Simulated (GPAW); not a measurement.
# SiGe in GPAW: the effect of strain hydrostatic

SiGe:

```
Ge Si
1.0
     3.74827    0.00000    0.00000
    -1.87414    3.24610    0.00000
     0.00000    0.00000    6.19275
Ge Si
2 2
Direct
  0.33333 0.66667 0.00039
  0.66667 0.33333 0.50039
  0.33333 0.66667 0.37461
  0.66667 0.33333 0.87461
```

The cell comes from a database or a generator and needn't be the stable form of this composition.

Alike in all runs:

| Quantity | Value |
| --- | --- |
| Program | GPAW 26.7.0 |
| Task | band structure |
| Functional | PBEsol |
| Potentials or basis | PAW data sets generated in the run's folder for this functional |
| Cutoff | 600 eV |
| Basis | pw |
| k mesh | 8 × 8 × 4 |
| Occupations | fermi-dirac, width 0.05 eV |
| Spin | no spin polarisation |
| Maxiter | 150 |
| Band path | GMKGALHA,LM,KH |
| Band points | 60 |

```tsv
strain hydrostatic	gap on the mesh (eV)	pressure (GPa)
-0.04	0.11	13.8
-0.02	0.24	6.2
-0.01	?	?
0	0.34	0.4
0.01	0.32	-2.0
0.02	0.25	-4.0
0.04	0.10	-7.1
```

Question: What does the run with strain hydrostatic -0.01 give?

Answer: gap on the mesh 0.29 eV; pressure 3.1 GPa.

Worked out: A parabola through the other rows of the gap on the mesh, of slope 2.74 eV per unit of strain hydrostatic there, gives 0.31 eV, against the run's 0.29. A parabola through the other rows of the pressure, of slope -297 GPa per unit of strain hydrostatic there, gives 3.2 GPa, against the run's 3.1.

Caveats: the density grid can change from cell to cell, which puts small steps into energies and stress.

